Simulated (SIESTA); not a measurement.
C:

```
C
1.0
     2.52210    0.00000    0.00000
    -1.26105    2.18420    0.00000
     0.00000    0.00000    8.23710
C
8
Direct
  0.66667 0.33333 0.84375
  0.33333 0.66667 0.34375
  0.66667 0.33333 0.65625
  0.33333 0.66667 0.15625
  0.00000 0.00000 0.90625
  0.00000 0.00000 0.40625
  0.00000 0.00000 0.59375
  0.00000 0.00000 0.09375
```

This is a hexagonal form of diamond, not graphite.

Base run:

- Program: SIESTA 5.4.2
- Functional: PBE
- Potentials or basis: PseudoDojo 0.4 standard (PBE files)
- Basis: TZDP (energy shift 0.003 Ry)
- Grid cutoff: 500 Ry
- Energy shift: 0.003 Ry
- k mesh: 12 × 12 × 4
- Occupations: fermi-dirac, width 0.05 eV
- Spin: no spin polarisation

Its results: band gap on the k mesh 4.62 eV, indirect (least direct gap 5.25 eV); pressure 6.5 GPa; largest force 0.382 eV/Å.

The run is repeated on the same cell with these changes: basis from TZDP (energy shift 0.003 Ry) to DZ (energy shift 0.003 Ry). What comes out?

Band gap on the k mesh 5.43 eV, direct; pressure 12.7 GPa; largest force 0.380 eV/Å.

Caveats: the basis of atomic orbitals isn't converged, which shifts pressures, moduli and gaps; the basis has no polarisation orbitals (some runs).
